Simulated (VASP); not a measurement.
# BaS (Fm-3m) in VASP: further runs, part 2 of 3

VASP 6.6.1.

## Step 3: Relaxation of cell and atoms, HF

This run uses another cell than the first one, of 32.58 Å³/atom.

POSCAR reads:

```
BaS
1.0
    0.0000000000      3.1937500000      3.1937500000
    3.1937500000      0.0000000000      3.1937500000
    3.1937500000      3.1937500000      0.0000000000
Ba S
1 1
Direct
    0.0000000000      0.0000000000      0.0000000000
    0.5000000000      0.5000000000      0.5000000000
```

INCAR.step1 reads:

```
PREC = Accurate
ENCUT = 600
EDIFF = 1E-5
ISMEAR = -1
SIGMA = 0.05
LREAL = False
LASPH = True
NELM = 80
ALGO = Normal
LWAVE = True
LCHARG = False
GGA = PE
NBANDS = 15
```

INCAR.step2 reads:

```
PREC = Accurate
ENCUT = 600
EDIFF = 1E-7
ISMEAR = -1
SIGMA = 0.05
LREAL = False
LASPH = True
NELM = 80
ALGO = Normal
ISIF = 3
LWAVE = False
LCHARG = False
GGA = PE
LHFCALC = True
AEXX = 1.0
ALDAC = 0.0
AGGAC = 0.0
PRECFOCK = Normal
IBRION = 2
NSW = 60
EDIFFG = -0.01
ISTART = 1
```

KPOINTS reads:

```
Automatic mesh
0
Gamma
  4 4 4
```

Potentials or basis: VASP PAW PBE potentials, release 64 (Ba_sv, S).

Started as:

```bash
$ cat potpaw_PBE.64/Ba_sv/POTCAR potpaw_PBE.64/S/POTCAR > POTCAR
$ cp INCAR.step1 INCAR
$ mpirun -np 1 vasp_std > vasp.out
$ cp INCAR.step2 INCAR
$ mpirun -np 1 vasp_std > vasp.out
```

OUTCAR:

```text
PREC = Accurate
   ENCUT = 600
   EDIFF = 1E-7
   ISMEAR = -1
   LREAL = False
   LASPH = True
   NELM = 80
   ISIF = 3
   GGA = PE
   LHFCALC = True
   AEXX = 1.0
   PRECFOCK = Normal
   IBRION = 2
   NSW = 60
   EDIFFG = -0.01
   ISTART = 1

 ion  position               nearest neighbor table
   1  0.000  0.000  0.000-   2 3.19   2 3.19   2 3.19   2 3.19   2 3.19   2 3.19
   2  0.500  0.500  0.500-   1 3.19   1 3.19   1 3.19   1 3.19   1 3.19   1 3.19

  LATTYP: Found a face centered cubic cell.
 ALAT       =     6.3875000000

  Lattice vectors:

 A1 = (   0.0000000000,   3.1937500000,   3.1937500000)
 A2 = (   3.1937500000,   0.0000000000,   3.1937500000)
 A3 = (   3.1937500000,   3.1937500000,   0.0000000000)

Analysis of symmetry for initial positions (statically):
=====================================================================
 Subroutine PRICEL returns:
 Original cell was already a primitive cell.

 Routine SETGRP: Setting up the symmetry group for a
 face centered cubic supercell.

 Subroutine GETGRP returns: Found 48 space group operations
 (whereof 48 operations were pure point group operations)
 out of a pool of 48 trial point group operations.

The static configuration has the point symmetry O_h .
[... 143 lines left out ...]

 number of electron      16.0000001 magnetization

 Free energy of the ion-electron system (eV)
  ---------------------------------------------------
  ext. energy  EPLUGINS =         0.00000000
  ---------------------------------------------------
  free energy    TOTEN  =       -16.04136510 eV

  energy without entropy =      -16.04136510  energy(sigma->0) =      -16.04136510

------------------------ aborting loop because EDIFF is reached ----------------------------------------

  FORCE on cell =-STRESS in cart. coord.  units (eV):
  Direction    XX          YY          ZZ          XY          YZ          ZX
  --------------------------------------------------------------------------------------
  -------------------------------------------------------------------------------------
  Total        2.2785601      2.2785601      2.2785601      0.0000000      0.0000000     -0.0000000
  in kB       56.0322842     56.0322842     56.0322842      0.0000000      0.0000000     -0.0000000
  external PRESSURE =      56.0322842 kB  Pullay stress =       0.0000000 kB
[... 59 lines left out ...]
--------------------------------------- Ionic step        3  -------------------------------------------

 number of electron      15.9999999 magnetization

 Free energy of the ion-electron system (eV)
  ---------------------------------------------------
  ext. energy  EPLUGINS =         0.00000000
  ---------------------------------------------------
  free energy    TOTEN  =       -16.16311753 eV

  energy without entropy =      -16.16311753  energy(sigma->0) =      -16.16311753

 E-fermi :  -1.0441     XC(G=0):   0.0000

 val. band max:       -2.1366439003   @ k =   0.0000   0.0000   0.0000
 cond. band min:       7.0448420022   @ k =   0.5000   0.5000   0.0000
 fundamental gap:      9.1814859025
 Fermi energy:        -1.0440745449

 k-point     1 :       0.0000    0.0000    0.0000
  band No.  band energies     occupation
      1     -35.2127      2.00000
      2     -16.5684      2.00000
      3     -16.1000      2.00000
      4     -16.1000      2.00000
      5     -16.1000      2.00000
      6      -2.1366      2.00000
      7      -2.1366      2.00000
      8      -2.1366      2.00000
      9       8.0653      0.00000
     10       9.1245      0.00000
     11       9.1245      0.00000
     12       9.1245      0.00000
[... 132 lines left out ...]
  FREE ENERGIE OF THE ION-ELECTRON SYSTEM (eV)
  ---------------------------------------------------
  free  energy   TOTEN  =       -16.1631175260 eV

  energy  without entropy=      -16.1631175260  energy(sigma->0) =      -16.16311753

 reached required accuracy - stopping structural energy minimisation
```

OUTCAR.step1:

```text
PREC = Accurate
   ENCUT = 600
   EDIFF = 1E-5
   ISMEAR = -1
   LREAL = False
[... 345 lines left out ...]
      0.00000      0.00000      0.00000        -0.000000      0.000000      0.000000
      3.19375      3.19375      3.19375         0.000000     -0.000000      0.000000
 -----------------------------------------------------------------------------------
    total drift:                                0.000000      0.000000      0.000000

  FREE ENERGIE OF THE ION-ELECTRON SYSTEM (eV)
  ---------------------------------------------------
  free  energy   TOTEN  =       -10.1801939785 eV

  energy  without entropy=      -10.1801939783  energy(sigma->0) =      -10.18019398
```

Wall time 32 min (1 thread of Intel Xeon Platinum 8488C (Sapphire Rapids), shared host); peak memory 0.23 GiB.

Results:

```yaml
Free_energy: -16.1631 eV
Relaxed_volume: 36.41 Å³/atom
Relaxed_cell: a = 4.687 Å, b = 4.687 Å, c = 4.687 Å, α = 60.00°, β = 60.00°, γ = 60.00°
Space_group_after_relaxing_to_0.1_Å: Fm-3m (No. 225)
Energy_gained_by_relaxing: 60.9 meV/atom
Ionic_steps: 3
Pressure_after_relaxing: 0.0 GPa
Band_gap_on_the_k_mesh: 9.18 eV (least direct gap 9.45 eV)
```

Step by step:
```csv
step,energy change (eV),largest force (eV/Å),pressure (GPa),volume (Å³)
1,0.0000,0.0000,5.60,65.15
2,-0.1012,0.0000,-1.72,76.50
3,-0.1218,0.0000,0.01,72.82
```

Final structure:
```
Ba S
1.0
     0.00000    3.31440    3.31440
     3.31440    0.00000    3.31440
     3.31440    3.31440    0.00000
Ba S
1 1
Direct
  0.00000 0.00000 0.00000
  0.50000 0.50000 0.50000
```

Caveat: the k points lie up to 0.41 Å⁻¹ apart in the final cell; the PAW data sets were made with another functional, which shifts forces and pressure a little; spin-orbit coupling is left out, which moves the levels of the heavy elements.

## Step 4: Single point, PBEsol-based global hybrid with 25 % exact exchange

This run uses another cell than the first one, of 31.90 Å³/atom.

POSCAR reads:

```
BaS
1.0
    0.0000000000      3.1714106188      3.1714106188
    3.1714106188      0.0000000000      3.1714106188
    3.1714106188      3.1714106188      0.0000000000
Ba S
1 1
Direct
    0.0000000000      0.0000000000      0.0000000000
    0.5000000000      0.5000000000      0.5000000000
```

INCAR.step1 reads:

```
SYSTEM = BaS
  PREC = Accurate
  ENCUT = 520
  EDIFF = 1E-5
  ISMEAR = -1
  SIGMA = 0.05
  LREAL = .False.
  LASPH = .True.
  NELM = 80
  ALGO = Normal
  ISIF = 2
  LWAVE = .True.
  NBANDS = 15
  GGA = PE
```

INCAR.step2 reads:

```
SYSTEM = BaS
  PREC = Accurate
  ENCUT = 520
  EDIFF = 1E-6
  ISMEAR = -1
  SIGMA = 0.05
  LREAL = .False.
  LASPH = .True.
  NELM = 80
  ALGO = Normal
  ISIF = 2
  LWAVE = .False.
  LCHARG = .True.
  GGA = PS
  LHFCALC = .True.
  AEXX = 0.25
  PRECFOCK = Normal
  LELF = .True.
  LVHAR = .True.
  NBANDS = 15
  ISTART = 1
```

KPOINTS reads:

```
regular mesh
0
Gamma
  4 4 4
  0 0 0
```

Potentials or basis: VASP PAW PBE potentials, release 64 (Ba_sv, S).

Started as:

```bash
$ cat potpaw_PBE.64/Ba_sv/POTCAR potpaw_PBE.64/S/POTCAR > POTCAR
$ cp INCAR.step1 INCAR
$ mpirun -np 1 vasp_std > vasp.out
$ cp INCAR.step2 INCAR
$ mpirun -np 1 vasp_std > vasp.out
```

OUTCAR:

```text
SYSTEM = BaS
   PREC = Accurate
   ENCUT = 520
   EDIFF = 1E-6
   ISMEAR = -1
   LREAL = .False.
   LASPH = .True.
   NELM = 80
   ISIF = 2
   GGA = PS
   LHFCALC = .True.
   AEXX = 0.25
   PRECFOCK = Normal
   ISTART = 1

 ion  position               nearest neighbor table
   1  0.000  0.000  0.000-   2 3.17   2 3.17   2 3.17   2 3.17   2 3.17   2 3.17
   2  0.500  0.500  0.500-   1 3.17   1 3.17   1 3.17   1 3.17   1 3.17   1 3.17

  LATTYP: Found a face centered cubic cell.
 ALAT       =     6.3428212376

  Lattice vectors:

 A1 = (   0.0000000000,   3.1714106188,   3.1714106188)
 A2 = (   3.1714106188,   0.0000000000,   3.1714106188)
 A3 = (   3.1714106188,   3.1714106188,   0.0000000000)

Analysis of symmetry for initial positions (statically):
=====================================================================
 Subroutine PRICEL returns:
 Original cell was already a primitive cell.

 Routine SETGRP: Setting up the symmetry group for a
 face centered cubic supercell.

 Subroutine GETGRP returns: Found 48 space group operations
 (whereof 48 operations were pure point group operations)
 out of a pool of 48 trial point group operations.

The static configuration has the point symmetry O_h .

Analysis of symmetry for dynamics (positions and initial velocities):
=====================================================================
 Subroutine PRICEL returns:
 Original cell was already a primitive cell.

 Routine SETGRP: Setting up the symmetry group for a
 face centered cubic supercell.

 Subroutine GETGRP returns: Found 48 space group operations
 (whereof 48 operations were pure point group operations)
 out of a pool of 48 trial point group operations.

The dynamic configuration has the point symmetry O_h .

 Subroutine INISYM returns: Found 48 space group operations
 (whereof 48 operations are pure point group operations),
 and found     1 'primitive' translations

----------------------------------------------------------------------------------------

                                     Primitive cell

  volume of cell :      63.7951

  direct lattice vectors                    reciprocal lattice vectors
     0.000000000  3.171410619  3.171410619    -0.157658550  0.157658550  0.157658550
     3.171410619  0.000000000  3.171410619     0.157658550 -0.157658550  0.157658550
     3.171410619  3.171410619  0.000000000     0.157658550  0.157658550 -0.157658550

  length of vectors
     4.485051909  4.485051909  4.485051909     0.273072619  0.273072619  0.273072619

  position of ions in fractional coordinates (direct lattice)
     0.000000000  0.000000000  0.000000000
     0.500000000  0.500000000  0.500000000

  ion indices of the primitive-cell ions
   primitive index   ion index
                 1           1
                 2           2

----------------------------------------------------------------------------------------

 KPOINTS: regular mesh

Automatic generation of k-mesh.
 Grid dimensions read from file:
 generate k-points for:    4    4    4

 Generating k-lattice:

[... 32 lines left out ...]
   NGX,Y,Z   is equivalent  to a cutoff of  13.34, 13.34, 13.34 a.u.
   NGXF,Y,Z  is equivalent  to a cutoff of  26.69, 26.69, 26.69 a.u.
 SYSTEM =  BaS
   PREC   = accura    normal or accurate (medium, high low for compatibility)
   ISTART =      1    job   : 0-new  1-cont  2-samecut
   ICHARG =      0    charge: 1-file 2-atom 10-const
   ISPIN  =      1    spin polarized calculation?
   LNONCOLLINEAR =      F non collinear calculations
   LSORBIT =      F    spin-orbit coupling
   LASPH  =      T    aspherical Exc in radial PAW
   ENCUT  =  520.0 eV  38.22 Ry    6.18 a.u.   8.34  8.34  8.34*2*pi/ulx,y,z
   NELM   =     80;   NELMIN=  2; NELMDL=  0     # of ELM steps
   EDIFF  = 0.1E-05   stopping-criterion for ELM
   LREAL  =      F    real-space projection
   EDIFFG = 0.1E-04   stopping-criterion for IOM
   NSW    =      0    number of steps for IOM
   IBRION =     -1    ionic relax: 0-MD 1-quasi-New 2-CG
   NFREE  =      0    steps in history (QN), initial steepest desc. (CG)
   ISIF   =      2    stress and relaxation
   ISYM   =      3    0-nonsym 1-usesym 2-fastsym
   POTIM  = 0.5000    time-step for ionic-motion
   TEBEG  =    0.0;   TEEND  =   0.0 temperature during run
   PSTRESS=    0.0 pullay stress
   NELECT =      16.0000    total number of electrons
   NUPDOWN=      -1.0000    fix difference up-down
   EMIN   =  10.00;   EMAX   =-10.00  energy-range for DOS
   EFERMI =   0.00;   METHOD = LEGACY
   ISMEAR =    -1;   SIGMA  =   0.05  broadening in eV -4-tet -1-fermi 0-gaus
   EFERMI_NEDOS =   21; number of points for ismear=-14 and -15
   IALGO  =     38    algorithm
   IMIX   =      1    mixing-type and parameters
     AMIX     =   0.40;   BMIX     =  1.00
     AMIX_MAG =   1.60;   BMIX_MAG =  1.00
  volume/ion in A,a.u.               =      31.90       215.26
  Fermi-wavevector in a.u.,A,eV,Ry     =   1.032410  1.950973 14.502057  1.065871
  Thomas-Fermi vector in A             =   2.166607
   LORBIT       =      0    0 simple, 1 ext, 2 COOP (PROOUT), +10 PAW based schemes
   GGA     = PS    functional components
   LHFCALC =     T    Hartree Fock is set to
   PRECFOCK=normal    Normal, Fast or Accurate (Low or Medium for compatibility)
   ENCUT4O =  -1.0   cutoff for four orbital integrals eV
   NKREDX  =     1    reduce k-point grid by
   NKREDY  =     1    reduce k-point grid by
   NKREDZ  =     1    reduce k-point grid by
   AEXX    =    0.2500 exact exchange contribution
   HFSCREEN=    0.0000 screening length (either q_TF or 0.3 A-1)
   HFSCREENC=   0.0000 screening length for correlation (either q_TF or 0.3 A-1)
   ENCUTFOCK=  -1.0 apply spherical cutoff to Coloumb kernel
   IVDW    =     0    specifies the selected vdW correction
   LEPSILON=     F    determine dielectric tensor
   LRPA    =     F    only Hartree local field effects (RPA)
 non-spin polarized calculation
  energy-cutoff  :      520.00
  volume of cell :       63.80
 maximum number of plane-waves:      1759
 NGX is ok and might be reduce to    36
  NGX = 28; NGY = 28; NGZ = 28

 number of electron      16.0000000 magnetization

 Free energy of the ion-electron system (eV)
  ---------------------------------------------------
  ext. energy  EPLUGINS =         0.00000000
  ---------------------------------------------------
  free energy    TOTEN  =       -12.51959954 eV

  energy without entropy =      -12.51959954  energy(sigma->0) =      -12.51959954

 E-fermi :   1.6144     XC(G=0):  -7.0494

 val. band max:        0.4391450551   @ k =   0.0000   0.0000   0.0000
 cond. band min:       4.0278869756   @ k =   0.5000   0.5000   0.0000
 fundamental gap:      3.5887419205
 Fermi energy:         1.6144456913

 k-point     1 :       0.0000    0.0000    0.0000
  band No.  band energies     occupation
      1     -27.3319      2.00000
      2     -11.3056      2.00000
      3     -11.3056      2.00000
      4     -11.3056      2.00000
      5     -11.0801      2.00000
      6       0.4391      2.00000
      7       0.4391      2.00000
      8       0.4391      2.00000
      9       5.6792      0.00000
     10       6.0191      0.00000
     11       6.0191      0.00000
     12       6.0191      0.00000
     13       7.0204      0.00000
     14       7.0204      0.00000
[... 113 lines left out ...]
      2     -12.1310      2.00000
      3     -11.7258      2.00000
      4     -11.7258      2.00000
      5     -10.1258      2.00000
      6      -0.8428      2.00000
      7      -0.1121      2.00000
      8      -0.1121      2.00000
      9       6.4344      0.00000
     10       6.4344      0.00000
     11       8.7646      0.00000
     12       9.2878      0.00000
     13      10.1448      0.00000
     14      12.2672      0.00000
     15      13.1739      0.00000

------------------------ aborting loop because EDIFF is reached ----------------------------------------

  FORCE on cell =-STRESS in cart. coord.  units (eV):
  Direction    XX          YY          ZZ          XY          YZ          ZX
  --------------------------------------------------------------------------------------
  -------------------------------------------------------------------------------------
  Total        0.2096683      0.2096683      0.2096683     -0.0000000     -0.0000000      0.0000000
  in kB        5.2656969      5.2656969      5.2656969     -0.0000000     -0.0000000      0.0000000
  external PRESSURE =       5.2656969 kB  Pullay stress =       0.0000000 kB

 VOLUME and BASIS-vectors are now :
 -----------------------------------------------------------------------------
  energy-cutoff  :      520.00
  volume of cell :       63.80
      direct lattice vectors                 reciprocal lattice vectors
     0.000000000  3.171410619  3.171410619    -0.157658550  0.157658550  0.157658550
     3.171410619  0.000000000  3.171410619     0.157658550 -0.157658550  0.157658550
     3.171410619  3.171410619  0.000000000     0.157658550  0.157658550 -0.157658550

 POSITION                                       TOTAL-FORCE (eV/Angst)
 -----------------------------------------------------------------------------------
      0.00000      0.00000      0.00000        -0.000000      0.000000     -0.000000
      3.17141      3.17141      3.17141         0.000000     -0.000000      0.000000
 -----------------------------------------------------------------------------------
    total drift:                                0.000000      0.000000      0.000000

  FREE ENERGIE OF THE ION-ELECTRON SYSTEM (eV)
  ---------------------------------------------------
  free  energy   TOTEN  =       -12.5195995404 eV

  energy  without entropy=      -12.5195995404  energy(sigma->0) =      -12.51959954
```

Wall time 6.9 min (1 thread of AMD EPYC 7R13 (Zen 3), shared host); peak memory 0.18 GiB.

What came out:

- Free energy: -12.5196 eV
- Pressure: 0.5 GPa
- Band gap on the k mesh: 3.59 eV (least direct gap 3.74 eV)

Caveat: the k points lie up to 0.43 Å⁻¹ apart; the PAW data sets were made with another functional, which shifts forces and pressure a little; spin-orbit coupling is left out, which moves the levels of the heavy elements. A k mesh can miss the band edges.

(Part 2 of 3 ends here.)
